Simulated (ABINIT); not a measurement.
# BeTe (F-43m): a self-consistent loop beyond G0W0, cycle by cycle, part 2 of 2

Wanted: G0W0 and self-consistent gaps of BeTe (F-43m), with the cost of the cycles.

ABINIT 10.8.3; PBE and many-body steps on it, plane waves. Known limits of the many-body steps: not at the basis limit; no spin-orbit coupling; coarse k mesh.

So far. Step 5 (evGW0, cycle 1): Against G0W0 in ABINIT (4×4×4 mesh, 132 bands, screening to 163.3 eV, Godby-Needs plasmon pole), the gap moves by +0.189 eV. This first cycle still uses the starting levels; it takes the full correction, at all points of the mesh, and its linearised value is 2.806 eV. Step 6 (evGW0, cycle 2): Against the cycle before, the gap moves by −0.086 eV.

## Step 7: evGW0, cycle 3

Level of this step: evGW0 on PBE, plane waves, norm-conserving pseudopotentials (ABINIT).

File run.abi:

```
acell 3*1.0 Angstrom
rprim 
  -0.000000000000 2.831458787600 2.831458787600
  2.831458787600 0.000000000000 2.831458787600
  2.831458787600 2.831458787600 0.000000000000
ntypat 2
znucl 4 52
natom 2
typat 1 2
xred 
  0.000000000000 0.000000000000 0.000000000000
  0.750000000000 0.750000000000 0.750000000000
pp_dirpath "pseudos"
pseudos "Be.upf, Te.upf"
ecut 49
ngkpt 4 4 4
nshiftk 1
shiftk 0 0 0
kptopt 1
chksymbreak 0
istwfk *1
occopt 1
irdwfk 1
optdriver 4
nband 132
gwcalctyp 10
ecutsigx 49
symsigma 1
nkptgw 8
kptgw 
  0.0000000000 0.0000000000 0.0000000000
  0.2500000000 0.0000000000 0.0000000000
  0.5000000000 0.0000000000 0.0000000000
  0.2500000000 0.2500000000 0.0000000000
  0.5000000000 0.2500000000 0.0000000000
  -0.2500000000 0.2500000000 0.0000000000
  0.5000000000 0.5000000000 0.0000000000
  -0.2500000000 0.5000000000 0.2500000000
bdgw 
  12 18
  12 18
  12 18
  12 18
  12 18
  12 18
  12 18
  12 18
ecuteps 6
irdscr 1
ppmodel 1
irdqps 1
indata_prefix "in"
outdata_prefix "out"
tmpdata_prefix "tmp"
```

Run with:

```sh
$ OMP_NUM_THREADS=1 mpirun -n 8 abinit run.abi > log
```

Log:

```text
.Version 10.8.3 of ABINIT. v10.8.2 released Aug 2026.

 Symmetries : space group F-4 3 m (#216); Bravais cF (face-center cubic)
[... echo of the input left out ...]
== DATASET  1 ==================================================================
-   mpi_nproc: 8, omp_nthreads: 1 (-1 if OMP is not activated)

--- !DatasetInfo
iteration_state: {dtset: 1, }
dimensions: {natom: 2, nkpt: 8, mband: 132, nsppol: 1, nspinor: 1, nspden: 1, mpw: 5044, }
cutoff_energies: {ecut:  49.0, pawecutdg:  -1.0, }
[...]
.  kptgw no:  3; Maximum DeltaE = (   0.007   0.000) for band index:  1
[...]
.  kptgw no:  7; Maximum DeltaE = (   0.003   0.000) for band index:  1
.  kptgw no:  8; Maximum DeltaE = (   0.005  -0.000) for band index:  1

== END DATASET(S) ==============================================================
================================================================================

 -outvars: echo values of variables after computation  --------
           etotal      0.0000000000E+00
            nband         132
             nkpt           8
          spgroup         216
 [... the other variables as echoed above ...]

 Calculation completed.
```

Run time: 96 s. Hardware: 8 MPI ranks of Arm Neoverse N1, shared host; peak memory 2.2 GiB.

This step gave:

```
quasiparticle gap on the mesh                         : 2.915 eV
gap of the density functional on the mesh             : 2.027 eV
k of the valence top                                  : 0, 0, 0
k of the conduction bottom                            : 0.5, 0.5, 0
least direct quasiparticle gap on the computed points : 4.807 eV
```

Against the cycle before, the gap moves by +0.006 eV.

## Step 8: Screening, 4×4×4 mesh, 132 bands, screening to 163.3 eV

This step: RPA screening on PBE, plane waves, norm-conserving pseudopotentials.

File run.abi:

```
acell 3*1.0 Angstrom
rprim 
  -0.000000000000 2.831458787600 2.831458787600
  2.831458787600 0.000000000000 2.831458787600
  2.831458787600 2.831458787600 0.000000000000
ntypat 2
znucl 4 52
natom 2
typat 1 2
xred 
  0.000000000000 0.000000000000 0.000000000000
  0.750000000000 0.750000000000 0.750000000000
pp_dirpath "pseudos"
pseudos "Be.upf, Te.upf"
ecut 49
ngkpt 4 4 4
nshiftk 1
shiftk 0 0 0
kptopt 1
chksymbreak 0
istwfk *1
occopt 1
irdwfk 1
optdriver 3
nband 132
ecuteps 6
inclvkb 2
awtr 1
symchi 1
gwcalctyp 10
mbpt_sciss 1.165 eV
nqptdm 1
qptdm 
  0 0 0
indata_prefix "in"
outdata_prefix "out"
tmpdata_prefix "tmp"
```

Log:

```text
.Version 10.8.3 of ABINIT. v10.8.2 released Aug 2026.

 Symmetries : space group F-4 3 m (#216); Bravais cF (face-center cubic)
[... echo of the input left out ...]
== DATASET  1 ==================================================================
-   mpi_nproc: 8, omp_nthreads: 1 (-1 if OMP is not activated)

--- !DatasetInfo
iteration_state: {dtset: 1, }
dimensions: {natom: 2, nkpt: 8, mband: 132, nsppol: 1, nspinor: 1, nspden: 1, mpw: 5044, }
cutoff_energies: {ecut:  49.0, pawecutdg:  -1.0, }
electrons: {nelect:   2.80000000E+01, charge:   0.00000000E+00, occopt:   1.00000000E+00, tsmear:   1.00000000E-02, }

 SCREENING: Calculation of the susceptibility and dielectric matrices

 Based on a program developped by R.W. Godby, V. Olevano, G. Onida, and L. Reining.
 Incorporated in ABINIT by V. Olevano, G.-M. Rignanese, and M. Torrent.
.Using double precision arithmetic ; gwpc =  8

[... cell and pseudopotentials left out ...]
--------------------------------------------------------------------------------

 ==== K-mesh for the wavefunctions ====
 Number of points in the irreducible wedge :     8
[... list of points left out ...]
 Together with 24 symmetry operations and time-reversal symmetry
 yields    64 points in the full Brillouin Zone.

 ==== Q-mesh for the screening function ====
 Number of points in the irreducible wedge :     8
[... list of points left out ...]
 Together with 24 symmetry operations and time-reversal symmetry
 yields    64 points in the full Brillouin Zone.

 setmesh: FFT mesh size selected  =    32x   32x   32
          total number of points  =        32768

 vcoul_init : cutoff-mode = AUXILIARY_FUNCTION
 q-points for optical limit:   1
     1)      0.000010    0.000020    0.000030

 Dielectric matrix will be calculated only for some
 selected q points provided by the user through the input variables
 nqptdm and qptdm

- screening: taking advantage of time-reversal symmetry
- Maximum band index for partially occupied states nbvw = 14
- Remaining bands to be divided among processors   nbcw = 118
- Number of bands treated by each node ~14

 rdqps: reading QP wavefunctions of the previous step
        looking for file in_QPS
 file not found, 1st iteration initialized with KS eigenelements

 screening : performing a first self-consistency
 update of the energies in W by a scissor operator
 applying a scissor operator of [eV] :   1.165

 Number of electrons calculated from density =   28.0000; Expected =   28.0000
 average of density, n =  0.091390
 r_s =    1.3772
 omega_plasma =   29.1612 [eV]

 calculating chi0 at frequencies [eV] :
  1    0.000000E+00    0.000000E+00
  2    0.000000E+00    2.916124E+01

--------------------------------------------------------------------------------
  q-point number  1        q = ( 0.000000, 0.000000, 0.000000) [r.l.u.]
--------------------------------------------------------------------------------
[... chi0 elements left out ...]
 For q-point:  0.000010 0.000020 0.000030
  dielectric constant =   7.5449
  dielectric constant without local fields =   8.5219

  Average fulfillment of the sum rule on Im[epsilon] for q-point    1 :     71.43  [%]
[... wings left out ...]
== END DATASET(S) ==============================================================
================================================================================

 -outvars: echo values of variables after computation  --------
           etotal      0.0000000000E+00
            nband         132
             nkpt           8
          spgroup         216
 [... the other variables as echoed above ...]

 Calculation completed.
```

Elapsed: 15 s, on 8 MPI ranks; peak memory 1.7 GiB; 1.8 min of CPU time.

Numbers from this step:

```yaml
eps_infinity_with_local_fields_on_this_mesh_along_the_program_s_q_direction: 7.545
the_same_without_local_fields: 8.522
plasma_frequency: 29.16 eV
plane_waves_in_the_screening_matrix: 181
```

This screening uses the functional's bands under a rigid shift, the mean opening of the cycle before.

## Step 9: Screening, 4×4×4 mesh, 132 bands, screening to 163.3 eV

This step: RPA screening on PBE from quasiparticle energies, plane waves, norm-conserving pseudopotentials.

run.abi: that of step 8 with these lines changed.

```diff
@@ -29,7 +29,13 @@
 symchi 1
+irdqps 1
 gwcalctyp 10
-mbpt_sciss 1.165 eV
-nqptdm 1
+nqptdm 7
 qptdm 
-  0 0 0
+  0.2500000000 0.0000000000 0.0000000000
+  0.5000000000 0.0000000000 0.0000000000
+  0.2500000000 0.2500000000 0.0000000000
+  0.5000000000 0.2500000000 0.0000000000
+  -0.2500000000 0.2500000000 0.0000000000
+  0.5000000000 0.5000000000 0.0000000000
+  -0.2500000000 0.5000000000 0.2500000000
 indata_prefix "in"
```

File mrgscr.stdin:

```
2
merged
q0_SCR
out_SCR
1
```

Run with:

```sh
$ OMP_NUM_THREADS=1 mpirun -n 8 abinit run.abi > log; mrgscr < mrgscr.stdin
```

Log:

```text
.Version 10.8.3 of ABINIT. v10.8.2 released Aug 2026.

 Symmetries : space group F-4 3 m (#216); Bravais cF (face-center cubic)
[... echo of the input left out ...]
== DATASET  1 ==================================================================
-   mpi_nproc: 8, omp_nthreads: 1 (-1 if OMP is not activated)

--- !DatasetInfo
iteration_state: {dtset: 1, }
dimensions: {natom: 2, nkpt: 8, mband: 132, nsppol: 1, nspinor: 1, nspden: 1, mpw: 5044, }
cutoff_energies: {ecut:  49.0, pawecutdg:  -1.0, }
[...]
q-point number  1        q = ( 0.250000, 0.000000, 0.000000) [r.l.u.]
--------------------------------------------------------------------------------
[... chi0 elements left out ...]
  Average fulfillment of the sum rule on Im[epsilon] for q-point    2 :     81.18  [%]

--------------------------------------------------------------------------------
  q-point number  2        q = ( 0.500000, 0.000000, 0.000000) [r.l.u.]
--------------------------------------------------------------------------------
[... chi0 elements left out ...]
  Average fulfillment of the sum rule on Im[epsilon] for q-point    3 :     76.37  [%]

 [... 5 further q-points ...]
```

It took 85 s on 8 MPI ranks; peak memory 1.7 GiB; 10 min of CPU time.

Numbers from this step:

```yaml
plasma_frequency: 29.16 eV
plane_waves_in_the_screening_matrix: 181
```

This screening reads the quasiparticle levels of the cycle before.

## Step 10: evGW, cycle 1

This step: evGW on PBE, plane waves, norm-conserving pseudopotentials.

run.abi: that of step 9 with these lines changed.

```diff
@@ -23,12 +23,10 @@
 irdwfk 1
-optdriver 3
+optdriver 4
 nband 132
-ecuteps 6
-inclvkb 2
-awtr 1
-symchi 1
-irdqps 1
 gwcalctyp 10
-nqptdm 7
-qptdm 
+ecutsigx 49
+symsigma 1
+nkptgw 8
+kptgw 
+  0.0000000000 0.0000000000 0.0000000000
   0.2500000000 0.0000000000 0.0000000000
@@ -40,2 +38,15 @@
   -0.2500000000 0.5000000000 0.2500000000
+bdgw 
+  12 18
+  12 18
+  12 18
+  12 18
+  12 18
+  12 18
+  12 18
+  12 18
+ecuteps 6
+irdscr 1
+ppmodel 1
+irdqps 1
 indata_prefix "in"
```

Run with:

```sh
$ OMP_NUM_THREADS=1 mpirun -n 8 abinit run.abi > log
```

Log:

```text
.Version 10.8.3 of ABINIT. v10.8.2 released Aug 2026.

 Symmetries : space group F-4 3 m (#216); Bravais cF (face-center cubic)
[... echo of the input left out ...]
== DATASET  1 ==================================================================
-   mpi_nproc: 8, omp_nthreads: 1 (-1 if OMP is not activated)

--- !DatasetInfo
iteration_state: {dtset: 1, }
dimensions: {natom: 2, nkpt: 8, mband: 132, nsppol: 1, nspinor: 1, nspden: 1, mpw: 5044, }
cutoff_energies: {ecut:  49.0, pawecutdg:  -1.0, }
[...]
.  kptgw no:  3; Maximum DeltaE = (  -0.055  -0.000) for band index:  7
[...]
.  kptgw no:  7; Maximum DeltaE = (  -0.080   0.000) for band index:  6
.  kptgw no:  8; Maximum DeltaE = (  -0.076   0.000) for band index:  6

== END DATASET(S) ==============================================================
================================================================================

 -outvars: echo values of variables after computation  --------
           etotal      0.0000000000E+00
            nband         132
             nkpt           8
          spgroup         216
 [... the other variables as echoed above ...]

 Calculation completed.
```

Wall time 1.8 min (8 MPI ranks); peak memory 2.2 GiB.

Numbers from this step:

- quasiparticle gap on the mesh: 3.086 eV
- gap of the density functional on the mesh: 2.027 eV
- k of the valence top: 0, 0, 0
- k of the conduction bottom: 0.5, 0.5, 0
- least direct quasiparticle gap on the computed points: 4.995 eV

Against G0W0 in ABINIT (4×4×4 mesh, 132 bands, screening to 163.3 eV, Godby-Needs plasmon pole), the gap moves by +0.280 eV.

## Step 11: Screening, 4×4×4 mesh, 132 bands, screening to 163.3 eV

This step: RPA screening on PBE, plane waves, norm-conserving pseudopotentials.

File run.abi:

```
acell 3*1.0 Angstrom
rprim 
  -0.000000000000 2.831458787600 2.831458787600
  2.831458787600 0.000000000000 2.831458787600
  2.831458787600 2.831458787600 0.000000000000
ntypat 2
znucl 4 52
natom 2
typat 1 2
xred 
  0.000000000000 0.000000000000 0.000000000000
  0.750000000000 0.750000000000 0.750000000000
pp_dirpath "pseudos"
pseudos "Be.upf, Te.upf"
ecut 49
ngkpt 4 4 4
nshiftk 1
shiftk 0 0 0
kptopt 1
chksymbreak 0
istwfk *1
occopt 1
irdwfk 1
optdriver 3
nband 132
ecuteps 6
inclvkb 2
awtr 1
symchi 1
gwcalctyp 10
mbpt_sciss 1.362 eV
nqptdm 1
qptdm 
  0 0 0
indata_prefix "in"
outdata_prefix "out"
tmpdata_prefix "tmp"
```

Log:

```text
.Version 10.8.3 of ABINIT. v10.8.2 released Aug 2026.

 Symmetries : space group F-4 3 m (#216); Bravais cF (face-center cubic)
[... echo of the input left out ...]
== DATASET  1 ==================================================================
-   mpi_nproc: 8, omp_nthreads: 1 (-1 if OMP is not activated)

--- !DatasetInfo
iteration_state: {dtset: 1, }
dimensions: {natom: 2, nkpt: 8, mband: 132, nsppol: 1, nspinor: 1, nspden: 1, mpw: 5044, }
cutoff_energies: {ecut:  49.0, pawecutdg:  -1.0, }
[...]
[... chi0 elements left out ...]
 For q-point:  0.000010 0.000020 0.000030
  dielectric constant =   7.3531
  dielectric constant without local fields =   8.2870

  Average fulfillment of the sum rule on Im[epsilon] for q-point    1 :     71.71  [%]
[... wings left out ...]
== END DATASET(S) ==============================================================
================================================================================

 -outvars: echo values of variables after computation  --------
           etotal      0.0000000000E+00
            nband         132
             nkpt           8
          spgroup         216
 [... the other variables as echoed above ...]

 Calculation completed.
```

Wall time 15 s (8 MPI ranks); peak memory 1.6 GiB.

Numbers from this step:

```
ε∞ with local fields, on this mesh, along the program's q direction : 7.353
the same without local fields                                       : 8.287
plasma frequency                                                    : 29.16 eV
plane waves in the screening matrix                                 : 181
```

This screening uses the functional's bands under a rigid shift, the mean opening of the cycle before.

## Step 12: Screening, 4×4×4 mesh, 132 bands, screening to 163.3 eV

This step: RPA screening on PBE from quasiparticle energies, plane waves, norm-conserving pseudopotentials.

run.abi: that of step 11 with these lines changed.

```diff
@@ -29,7 +29,13 @@
 symchi 1
+irdqps 1
 gwcalctyp 10
-mbpt_sciss 1.362 eV
-nqptdm 1
+nqptdm 7
 qptdm 
-  0 0 0
+  0.2500000000 0.0000000000 0.0000000000
+  0.5000000000 0.0000000000 0.0000000000
+  0.2500000000 0.2500000000 0.0000000000
+  0.5000000000 0.2500000000 0.0000000000
+  -0.2500000000 0.2500000000 0.0000000000
+  0.5000000000 0.5000000000 0.0000000000
+  -0.2500000000 0.5000000000 0.2500000000
 indata_prefix "in"
```

mrgscr.stdin is that of step 9.

Run with:

```sh
$ OMP_NUM_THREADS=1 mpirun -n 8 abinit run.abi > log; mrgscr < mrgscr.stdin
```

Log:

```text
.Version 10.8.3 of ABINIT. v10.8.2 released Aug 2026.

 Symmetries : space group F-4 3 m (#216); Bravais cF (face-center cubic)
[... echo of the input left out ...]
== DATASET  1 ==================================================================
-   mpi_nproc: 8, omp_nthreads: 1 (-1 if OMP is not activated)

--- !DatasetInfo
iteration_state: {dtset: 1, }
dimensions: {natom: 2, nkpt: 8, mband: 132, nsppol: 1, nspinor: 1, nspden: 1, mpw: 5044, }
cutoff_energies: {ecut:  49.0, pawecutdg:  -1.0, }
[...]
q-point number  1        q = ( 0.250000, 0.000000, 0.000000) [r.l.u.]
--------------------------------------------------------------------------------
[... chi0 elements left out ...]
  Average fulfillment of the sum rule on Im[epsilon] for q-point    2 :     81.67  [%]

--------------------------------------------------------------------------------
  q-point number  2        q = ( 0.500000, 0.000000, 0.000000) [r.l.u.]
--------------------------------------------------------------------------------
[... chi0 elements left out ...]
  Average fulfillment of the sum rule on Im[epsilon] for q-point    3 :     76.61  [%]

 [... 5 further q-points ...]
```

Elapsed: 84 s, on 8 MPI ranks; peak memory 1.7 GiB; 10 min of CPU time.

This step gave:

- plasma frequency: 29.16 eV
- plane waves in the screening matrix: 181

This screening reads the quasiparticle levels of the cycle before.

## Step 13: evGW, cycle 2

This step: evGW on PBE, plane waves, norm-conserving pseudopotentials.

run.abi: that of step 12 with these lines changed.

```diff
@@ -23,12 +23,10 @@
 irdwfk 1
-optdriver 3
+optdriver 4
 nband 132
-ecuteps 6
-inclvkb 2
-awtr 1
-symchi 1
-irdqps 1
 gwcalctyp 10
-nqptdm 7
-qptdm 
+ecutsigx 49
+symsigma 1
+nkptgw 8
+kptgw 
+  0.0000000000 0.0000000000 0.0000000000
   0.2500000000 0.0000000000 0.0000000000
@@ -40,2 +38,15 @@
   -0.2500000000 0.5000000000 0.2500000000
+bdgw 
+  12 18
+  12 18
+  12 18
+  12 18
+  12 18
+  12 18
+  12 18
+  12 18
+ecuteps 6
+irdscr 1
+ppmodel 1
+irdqps 1
 indata_prefix "in"
```

Run with:

```sh
$ OMP_NUM_THREADS=1 mpirun -n 8 abinit run.abi > log
```

Log:

```text
.Version 10.8.3 of ABINIT. v10.8.2 released Aug 2026.

 Symmetries : space group F-4 3 m (#216); Bravais cF (face-center cubic)
[... echo of the input left out ...]
== DATASET  1 ==================================================================
-   mpi_nproc: 8, omp_nthreads: 1 (-1 if OMP is not activated)

--- !DatasetInfo
iteration_state: {dtset: 1, }
dimensions: {natom: 2, nkpt: 8, mband: 132, nsppol: 1, nspinor: 1, nspden: 1, mpw: 5044, }
cutoff_energies: {ecut:  49.0, pawecutdg:  -1.0, }
[...]
.  kptgw no:  6; Maximum DeltaE = (   0.006  -0.000) for band index:  2
.  kptgw no:  7; Maximum DeltaE = (  -0.022  -0.017) for band index:  6
.  kptgw no:  8; Maximum DeltaE = (   0.008  -0.000) for band index:  2

== END DATASET(S) ==============================================================
================================================================================

 -outvars: echo values of variables after computation  --------
           etotal      0.0000000000E+00
            nband         132
             nkpt           8
          spgroup         216
 [... the other variables as echoed above ...]

 Calculation completed.
```

The job ended after 96 s (8 MPI ranks; peak memory 2.2 GiB; 12 min of CPU time).

This step gave:

```
quasiparticle gap on the mesh                         : 3.092 eV
gap of the density functional on the mesh             : 2.027 eV
k of the valence top                                  : 0, 0, 0
k of the conduction bottom                            : 0.5, 0.5, 0
least direct quasiparticle gap on the computed points : 5.001 eV
```

Against the cycle before, the gap moves by +0.006 eV.

## Step 14: The runs together

Times are wall times on 8 MPI ranks of Arm Neoverse N1, shared host. The host was busy with other work, so they are no guide to cost. A run's time includes the screening step that it read.

```tsv
run	mesh	bands	screening cutoff (eV)	DFT gap (eV)	gap on the mesh (eV)	direct (eV)	ε∞ used	time
G0W0	4×4×4	132	163.3	2.027	2.806	4.677	8.99	95 s
evGW0, cycle 1	4×4×4	132	163.3	2.027	2.995	4.929	8.99	2.9 min
evGW0, cycle 2	4×4×4	132	163.3	2.027	2.909	4.794	8.99	3 min
evGW0, cycle 3	4×4×4	132	163.3	2.027	2.915	4.807	8.99	3 min
evGW, cycle 1	4×4×4	132	163.3	2.027	3.086	4.995	7.54	3.4 min
evGW, cycle 2	4×4×4	132	163.3	2.027	3.092	5.001	7.35	3.3 min
```

## Step 15: What came out

```json
{"G0W0": "2.806 eV", "evGW0, cycle 1": "2.995 eV", "evGW0, cycle 2": "2.909 eV", "evGW0, cycle 3": "2.915 eV", "evGW, cycle 1": "3.086 eV", "evGW, cycle 2": "3.092 eV", "known limits": "not at the basis limit; no spin-orbit coupling; coarse k mesh"}
```

**Reading.** Only the bands that the input lists are updated; the others, empty or deep, keep the functional's energies or take a rigid shift. The evGW loop starts from the last levels of evGW0, so its cycles and time come on top of those. evGW0 ends at 2.92 eV, +0.11 eV from G0W0, after 3 cycles that took 4.7 min beside the first screening; the last moved the gap by 0.006 eV. evGW ends at 3.09 eV, +0.29 eV from G0W0, after 2 cycles that took 6.7 min beside the first screening; the last moved the gap by 0.006 eV. The first cycle of evGW0 takes the full correction, without the factor Z, so it overshoots the one-shot value. Against experiment, by evGW, cycle 2: the gap of 3.09 eV lies +0.39 eV from the measured 2.7 eV (indirect, quoted 1997); the gap of 3.09 eV lies +0.29 eV from the measured 2.8 eV (indirect, quoted 1997). These are gaps on the mesh, at modest bands and cutoff. The calculation has static nuclei and no excitons; a measured gap holds zero-point and thermal motion, which mostly lowers it. With atoms this heavy the missing spin-orbit coupling can matter too. Bands and cutoff are finite, so the gap is not at the basis limit. The miss can reach some tenths of an eV and take either sign; the mesh is an error of its own. The 4×4×4 mesh is coarse for this cell, which bears on the long-range parts of exchange and screening. In the updated screening the q = 0 part is built from Kohn-Sham bands under a rigid shift, the other q from the quasiparticle levels.

[Paths, hosts, dates, memory and timing lines, banners, echoed tables and standing remarks are left out of the program output.]

[Logs are printed without paths, hosts, clocks, repeated set-up lines and the standing remarks that a program may print on its own settings, such as how far it seeks lower states.]

[Runs of the session that timed out or met a known fault of the program may be left out.]

[Hosts, paths, dates, database ids (printed as entryN), source tags and the programs' standing remarks are cut or masked in the printed files.]

[G0W0 gaps are taken among the corrected bands and points alone; a level outside them can change the order at an edge.]

[Where Ansatz stands beside ABINIT at settings called matched, ABINIT's density can come from a denser mesh and the files from another edition; pairs whose starting gaps differed by over 0.03 eV were left out, so agreement reads better than it is.]
